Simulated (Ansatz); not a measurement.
Crystal: Sn.

```xyz
1
Lattice="-2.0292 2.0292 1.6608 2.0292 -2.0292 1.6608 2.0292 2.0292 -1.6608" Properties=species:S:1:pos:R:3 pbc="T T T"
Sn    0.0000    0.0000    0.0000
```

This isn't the form of Sn at room conditions, which is tetragonal (white tin).

Base run:

* Program: Ansatz 0.2.0
* Functional: LDA
* Potentials or basis: all-electron LAPW, scalar-relativistic
* Cutoff: 167 eV (chosen from the basis error)
* Basis error allowed: 0.001 eV/atom
* k mesh: 10 × 10 × 10
* Occupations: fermi-dirac, width 0.05 eV
* Spin: no spin polarisation

Its results: pressure -3.2 GPa.

Question: The run is repeated on the same cell with these changes: functional from LDA to PBEsol. What comes out?

Answer: Pressure -1.9 GPa.

PBEsol binds less tightly than LDA, so the same cell stands under more pressure.
